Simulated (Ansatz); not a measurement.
# A homologous series of junctions, from (SiH2)2 chain with thiolate ends, between Au (111) faces with adatoms, part 6 of 6

How fast does the conductance fall as the molecule grows?

Ansatz 0.2.0; DFT PBE, plane waves, PAW; relaxation of a junction, electrodes held but for their tips (the session's first sound run).

So far, conductance of the junction (G₀): step 3 (transmission between the leads, 82 atoms, molecule …) 0.179; step 6 (85 atoms, molecule oligosilane 3, thiolate ends, units 3) 0.0138; step 9 (88 atoms, molecule oligosilane 4, thiolate ends, units 4) 0.00246.

## Step 12: The open system, 94 atoms, molecule oligosilane 6, thiolate ends, units 6

This step: DFT PBE, plane waves, PAW; transmission of a junction between electrodes (Ansatz 0.2.0).

The transmission is computed for this geometry in the same way.

File input.yaml:

```yaml
crystal:
  lattice:
    - [8.8246926292, 0.0, 0.0]
    - [4.4123463146, 7.6424079975, 0.0]
    - [0.0, 0.0, 35.8205009568]
  atoms:
    - { symbol: Au, position: [0.722222222, 0.722222222, 0.0] }
    - { symbol: Au, position: [0.722222222, 0.055555556, 0.0] }
    - { symbol: Au, position: [0.722222222, 0.388888889, 0.0] }
    - { symbol: Au, position: [0.055555556, 0.722222222, 0.0] }
    - { symbol: Au, position: [0.055555556, 0.055555556, 0.0] }
    - { symbol: Au, position: [0.055555556, 0.388888889, 0.0] }
    - { symbol: Au, position: [0.388888889, 0.722222222, 0.0] }
    - { symbol: Au, position: [0.388888889, 0.055555556, 0.0] }
    - { symbol: Au, position: [0.388888889, 0.388888889, 0.0] }
    - { symbol: Au, position: [0.833333333, 0.833333333, 0.06705035] }
    - { symbol: Au, position: [0.833333333, 0.166666667, 0.06705035] }
    - { symbol: Au, position: [0.833333333, 0.5, 0.06705035] }
    - { symbol: Au, position: [0.166666667, 0.833333333, 0.06705035] }
    - { symbol: Au, position: [0.166666667, 0.166666667, 0.06705035] }
    - { symbol: Au, position: [0.166666667, 0.5, 0.06705035] }
    - { symbol: Au, position: [0.5, 0.833333333, 0.06705035] }
    - { symbol: Au, position: [0.5, 0.166666667, 0.06705035] }
    - { symbol: Au, position: [0.5, 0.5, 0.06705035] }
    - { symbol: Au, position: [0.944444444, 0.944444444, 0.1341007] }
    - { symbol: Au, position: [0.944444444, 0.277777778, 0.1341007] }
    - { symbol: Au, position: [0.944444444, 0.611111111, 0.1341007] }
    - { symbol: Au, position: [0.277777778, 0.944444444, 0.1341007] }
    - { symbol: Au, position: [0.277777778, 0.277777778, 0.1341007] }
    - { symbol: Au, position: [0.277777778, 0.611111111, 0.1341007] }
    - { symbol: Au, position: [0.611111111, 0.944444444, 0.1341007] }
    - { symbol: Au, position: [0.611111111, 0.277777778, 0.1341007] }
    - { symbol: Au, position: [0.611111111, 0.611111111, 0.1341007] }
    - { symbol: Au, position: [0.055555556, 0.055555556, 0.201151049] }
    - { symbol: Au, position: [0.055555556, 0.388888889, 0.201151049] }
    - { symbol: Au, position: [0.055555556, 0.722222222, 0.201151049] }
[... 58 atom lines left out ...]
    - { symbol: Au, position: [0.944444444, 0.611111111, 0.93294965] }
    - { symbol: Au, position: [0.944444444, 0.944444444, 0.93294965] }
    - { symbol: Au, position: [0.944444444, 0.277777778, 0.93294965] }
    - { symbol: Au, position: [0.277777778, 0.611111111, 0.93294965] }
    - { symbol: Au, position: [0.277777778, 0.944444444, 0.93294965] }
    - { symbol: Au, position: [0.277777778, 0.277777778, 0.93294965] }
kpoints:
  mp_grid: { grid: [4, 4, 1] }
scf:
  occupations: { method: fermi_dirac, width: 0.1 }
hamiltonian:
  xc: pbe
output:
  transmission: { leads: [[85, 0]], e_range: [-0.7, 0.7], de: 0.035, kmesh: [4, 4] }
  dos: { projected: true, e_range: [-5, 4] }
  write_potential: true
  write_density: true
  volumetric_format: npy
```

Atom lines that are left out differ too.

The run is started by

```console
$ ansatz run input.yaml --threads 16 --pin off --max-ram 61440MiB --backend cuda --events-out ev --progress --plain --runs-dir out --max-vram 78GiB
```

Numbers of over 12 decimals in the logs are rounded to 6 here.

The log of the run:

```text
[...]
Crystal: 94 atoms, lattice volume = 2415.803 Å³
Basis set: ecut = 420 eV, 47213 PW (Γ)
Bands: 873, of which v1, the nominal top of the filled ones, is band 727 counted from 1 (726 counted from 0)
Symmetry: 1 space group operations
[...]
k-points: 10 of 16 (time reversal used)
[...]
basis      : 595 plane waves across, 54 finite elements along
  points     : 10, standing for a mesh of 4 x 4
  on the GPU : 9 of these points; the CPU solved the others: they were too small for the GPU, or it had no memory for them, could not solve them or had refused or failed an earlier call
[...]
filled         : 5.1 meV over the level at which it is neutral
    channels       : 7.687500e0 a spin
[...]
junction   : crystal 0 to crystal 0, -0.50 to 32.92 Å
    transmission   : 2.255644e-4 a spin
[...]
resistance     : 3.1998e1 Ω µm² beyond half of each lead's own
[key lines of the parts left out:]
SCF converged after 10 iterations
```

It took 8.7 min on 1 × NVIDIA GB200 with 16 threads of Arm Neoverse V2, shared host; peak memory 19 GiB.

The conductance is 2.7e-4 G₀; the transmission at the nearest energy alone would give 2.3e-4 G₀, so T(E) varies within the thermal window. The conductance is 0.11 times that of the last run that gave one. This chain holds gauche bonds, so it is not the stretched conformer. The lead's Hamiltonian steps by 22.8 meV, which the program lets pass, though it counts in the error estimate. The largest term of the program's error estimate is 146 %, from the steps of its leads' Hamiltonians or their offsets.

## Step 13: Side by side

Times are for 1 × NVIDIA GB200 with 16 threads of Arm Neoverse V2, shared host. The runs compared:

```
no.                      molecule  units  transmission at the energy nearest the Fermi level, one spin  step of the lead's Hamiltonian (meV)  conductance of the junction (S/m²)  conductance of the junction (G₀)  added resistance times area (Ω um²)     time  memory (GiB)
  1  oligosilane 2, thiolate ends      2                                                        0.1834                                  23.8                             2.05e13                            0.1787                              0.04757  2.8 min            18
  2  oligosilane 3, thiolate ends      3                                                       0.01284                                  23.5                             1.59e12                           0.01381                               0.6292  3.9 min            18
  3  oligosilane 4, thiolate ends      4                                                      0.002277                                    23                             2.83e11                          0.002464                                3.531  3.6 min            18
  4  oligosilane 6, thiolate ends      6                                                       2.26e-4                                  22.8                             3.13e10                           2.72e-4                                32.00  8.7 min            19
```

The runs together. The transmission by energy, zero at the Fermi level:

```
energy (eV)  oligosilane 2, thiolate ends, 2  oligosilane 3, thiolate ends, 3  oligosilane 4, thiolate ends, 4  oligosilane 6, thiolate ends, 6
     -0.700                            0.829                            0.104                           0.0148                           0.0224
     -0.595                             1.27                            0.100                           0.0154                           0.0140
     -0.560                             1.35                            0.121                           0.0178                           0.0177
     -0.490                             1.19                            0.256                           0.0329                           0.0306
     -0.385                            0.464                            0.257                           0.0808                          0.00743
     -0.315                            0.308                            0.118                           0.0633                          0.00261
     -0.210                            0.260                           0.0473                           0.0134                           8.5e-4
     -0.105                            0.199                           0.0229                          0.00437                           9.9e-4
      0.000                            0.183                           0.0128                          0.00228                           2.3e-4
      0.105                            0.124                          0.00943                          0.00157                           1.6e-4
      0.210                           0.0909                          0.00691                          0.00114                           1.2e-4
      0.315                            0.154                           0.0167                          0.00227                           1.8e-4
      0.385                            0.423                            0.146                           0.0134                          0.00183
      0.490                           0.0765                          0.00316                           5.8e-4                           5.7e-5
      0.595                           0.0461                          0.00290                           5.1e-4                           5.0e-5
      0.700                           0.0400                          0.00277                           4.8e-4                           4.7e-5
```

## Step 14: Outcome

| Quantity | Value |
| --- | --- |
| conductance, (SiH2)2 chain with thiolate ends | 0.179 G₀ (one error term of 106 %, so a rough value at best) |
| thermopower, (SiH2)2 chain with thiolate ends | 22.0 μV/K (rough, as the conductance is) |
| conductance, (SiH2)3 chain with thiolate ends | 0.0138 G₀ (one error term of 91 %, so a rough value at best) |
| thermopower, (SiH2)3 chain with thiolate ends | 40.6 μV/K (rough, as the conductance is) |
| conductance, (SiH2)4 chain with thiolate ends | 0.00246 G₀ (one error term of 104 %, so a rough value at best) |
| thermopower, (SiH2)4 chain with thiolate ends | 50.4 μV/K (rough, as the conductance is) |
| conductance, (SiH2)6 chain with thiolate ends | 2.7e-4 G₀ (one error term of 146 %, so a rough value at best) |

Semilocal functionals put a molecule's frontier levels too near the Fermi level, so conductances off resonance usually come out too high. The mesh of 4 × 4 points across the current is coarse: where the lead's channel count steps, T(E) can show bumps that belong to the mesh. Transport is coherent and elastic here: the atoms are frozen, so scattering by vibrations plays no part. The (SiH2)3 chain with thiolate ends is not all-trans: 2 backbone bonds are gauche, so it is another conformer than a stretched chain, and no decay constant is fitted. The (SiH2)4 chain with thiolate ends is not all-trans: 2 backbone bonds are gauche, so it is another conformer than a stretched chain, and no decay constant is fitted. The (SiH2)6 chain with thiolate ends is not all-trans: 3 backbone bonds are gauche, so it is another conformer than a stretched chain, and no decay constant is fitted. The free region is short: held atoms still bear up to 0.4 eV/Å after a relaxation. Spin-orbit coupling is left out, which matters for the bands of heavy atoms. One term of the program's error estimate for a conductance, of a junction or of the perfect wire, reaches 146 % in this session. A relaxation stopped at its step or time limit before it met its force limit, and the later steps went on from its last geometry, which is not a minimum.

[Logs are printed without paths, hosts, clocks, repeated set-up lines and the standing remarks that a program may print on its own settings, such as how far it seeks lower states.]

[Hosts, paths, dates, database ids (printed as entryN), source tags and the programs' standing remarks are cut or masked in the printed files.]
